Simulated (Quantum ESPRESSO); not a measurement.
This Quantum ESPRESSO 7.5 run on Rh needs a look.

The input pw.in:

```
&CONTROL
  calculation = 'scf'
  prefix = 'pwscf'
  outdir = './tmp'
  pseudo_dir = './pseudo'
  tprnfor = .true.
  tstress = .true.
  disk_io = 'nowf'
/
&SYSTEM
  ibrav = 0
  nat = 2
  ntyp = 1
  ecutwfc = 52
  ecutrho = 414
  nbnd = 18
  occupations = 'smearing'
  smearing = 'fd'
  degauss = 0.00367493
  tot_charge = 8
/
&ELECTRONS
  conv_thr = 4d-10
  electron_maxstep = 100
  mixing_beta = 0.5
/
ATOMIC_SPECIES
Rh   102.9055 rh_pbesol_v1.4.uspp.F.UPF
CELL_PARAMETERS angstrom
   2.7309790422    0.0000000000    0.0000000000
  -1.3654895211    2.3650972278    0.0000000000
   0.0000000000    0.0000000000    4.4284890000
ATOMIC_POSITIONS crystal
Rh     0.3333333333    0.6666666667    0.2500000000
Rh     0.6666666667    0.3333333333    0.7500000000
K_POINTS automatic
11 11 6 0 0 0
```

Potentials or basis: GBRV 1.5 PBEsol.

Launch:

```sh
$ OMP_NUM_THREADS=1 mpirun -n 2 pw.x -nk 2 -in pw.in > pw.out
```

pw.out:

```text
This program is part of the open-source Quantum ESPRESSO suite
     for quantum simulation of materials; please cite
         "P. Giannozzi et al., J. Phys.:Condens. Matter 21 395502 (2009);
         "P. Giannozzi et al., J. Phys.:Condens. Matter 29 465901 (2017);
         "P. Giannozzi et al., J. Chem. Phys. 152 154105 (2020);
     in publications or presentations arising from this work. More details at

     Message from routine setup:
     using ibrav=0 with symmetry is DISCOURAGED, use correct ibrav instead

     K-points division:     npool     =       2
     Subspace diagonalization in iterative solution of the eigenvalue problem:
     a serial algorithm will be used

     G-vector sticks info
     --------------------
     sticks:   dense  smooth     PW     G-vecs:    dense   smooth      PW
     Sum         757     379    121                27403     9849    1761

     Using Slab Decomposition
[... 199 lines left out ...]
     Davidson diagonalization with overlap
     ethr =  7.07E-11,  avg # of iterations =  2.0

     negative rho (up, down):  1.381E-01 0.000E+00

     End of self-consistent calculation

[... 384 lines left out ...]
     the Fermi energy is    15.8260 ev

!    total energy              =    -352.81776352 Ry
     estimated scf accuracy    <          2.3E-10 Ry
     smearing contrib. (-TS)   =      -0.00275059 Ry
     internal energy E=F+TS    =    -352.81501293 Ry

     The total energy is F=E-TS. E is the sum of the following terms:
     one-electron contribution =     -62.77221540 Ry
     hartree contribution      =      43.40512020 Ry
     xc contribution           =     -50.11260283 Ry
     ewald contribution        =    -283.33531492 Ry

     convergence has been achieved in   8 iterations

     negative rho (up, down):  1.381E-01 0.000E+00

     Forces acting on atoms (cartesian axes, Ry/au):

     atom    1 type  1   force =    -0.00000000    0.00000000    0.00000000
     atom    2 type  1   force =     0.00000000   -0.00000000    0.00000000

     Total force =     0.000000     Total SCF correction =     0.000000

     Computing stress (Cartesian axis) and pressure

     negative rho (up, down):  1.381E-01 0.000E+00
          total   stress  (Ry/bohr**3)                   (kbar)     P=   -11426.68
  -0.07760941  -0.00000000   0.00000000       -11416.74       -0.00        0.00
  -0.00000000  -0.07760941   0.00000000           -0.00   -11416.74        0.00
   0.00000000   0.00000000  -0.07781211            0.00        0.00   -11446.56

=------------------------------------------------------------------------------=
   JOB DONE.
=------------------------------------------------------------------------------=
```

Problem. What happened, and what is wrong with the input?

Solution. The run converged. The input holds a flaw that was put in on purpose: far too large a charge (tot_charge = 8). The program doesn't stop on it, so the numbers can't be trusted though the run ends normally.
